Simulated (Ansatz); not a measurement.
# WC: the cost of one run

Computed with Ansatz 0.2.0 (DFT PBE, scalar-relativistic, plane waves, PAW, unless a step's input says otherwise).

4 further runs of the same task are left out: 1 that didn't finish, 3 set aside as unsound or not needed.

### 1 The structure to begin with

The structure is hexagonal, space group P-6m2 (No. 187). Conventional cell: a = 2.922 Å, b = 2.922 Å, c = 2.847 Å, α = 90.00°, β = 90.00°, γ = 120.00°. W (site symmetry -6m2) is surrounded by 6 C at 2.21 Å. Around C (site symmetry -6m2) lie 6 W at 2.21 Å.

Structure file:

```
CELL_PARAMETERS angstrom
2.92177 0.00000 0.00000
1.46089 -2.53033 -2.84708
1.46089 2.53033 -2.84708
ATOMIC_POSITIONS crystal
W 0.50000 0.50000 0.50000
W 0.00000 0.00000 0.00000
C 0.75000 0.58333 0.91667
C 0.25000 0.08333 0.41667
```

It is built from the cell relaxed beforehand with the same method (10.52 Å³/atom).

### 2 Zero of the scan

input.yaml

```yaml
crystal:
  lattice:
    - [2.9217716511, 0.0, 0.0]
    - [1.4608858255, -2.5303284739, -2.847075883]
    - [1.4608858255, 2.5303284739, -2.847075883]
  atoms:
    - { symbol: W, position: [0.5, 0.5, 0.5] }
    - { symbol: W, position: [0.0, 0.0, 0.0] }
    - { symbol: C, position: [0.75, 0.5833333333, 0.9166666667] }
    - { symbol: C, position: [0.25, 0.0833333333, 0.4166666667] }
basis:
  ecutwfc: 420
kpoints:
  mp_grid: { grid: [14, 14, 14] }
hamiltonian:
  xc: pbe
scf:
  occupations: { method: gaussian, width: 0.15 }
output:
  forces: true
  stress: true
  eigenvalues: true
```

Run with:

```bash
ansatz run input.yaml --threads 1 --pin off --max-ram 2560MiB --backend cpu --events-out ev --progress --plain --runs-dir out
```

What time and memory should one allow on 1 thread of Intel Xeon Platinum 8259CL at 2.50GHz (Skylake/Cascade Lake), shared host?

About 36 s, with a peak of 0.69 GiB.
